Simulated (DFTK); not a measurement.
Crystal: Nb.

```
CELL_PARAMETERS angstrom
-1.66395 1.66395 1.66395
1.66395 -1.66395 1.66395
1.66395 1.66395 -1.66395
ATOMIC_POSITIONS crystal
Nb 0.00000 0.00000 0.00000
```

Base run:

```yaml
Program: DFTK 0.8.2
Functional: PBEsol
Potentials_or_basis: SG15 1.2 (PBE)
Cutoff: 1225 eV
k_mesh: 11 × 11 × 11
Occupations: fermi-dirac, width 0.05 eV
Spin: no spin polarisation
```

Its results: band gap on the k mesh none (metal or under the smearing width); pressure -7.3 GPa.

After a change of settings the same cell gave: band gap on the k mesh none (metal or under the smearing width); pressure -7.9 GPa. Which change was it?
A. potentials or basis from SG15 1.2 (PBE) to cp2k.nc.sr.pbe.v0_1.largecore.gth (PBE, GTH); cutoff from 1225 eV to 1252 eV
B. functional from PBEsol to LDA
C. functional from PBEsol to r2SCAN

A.

Caveats: the potentials were made for another functional, which shifts forces and pressure; GTH potentials come without recommended cutoffs, and this one wasn't checked for convergence (some runs).
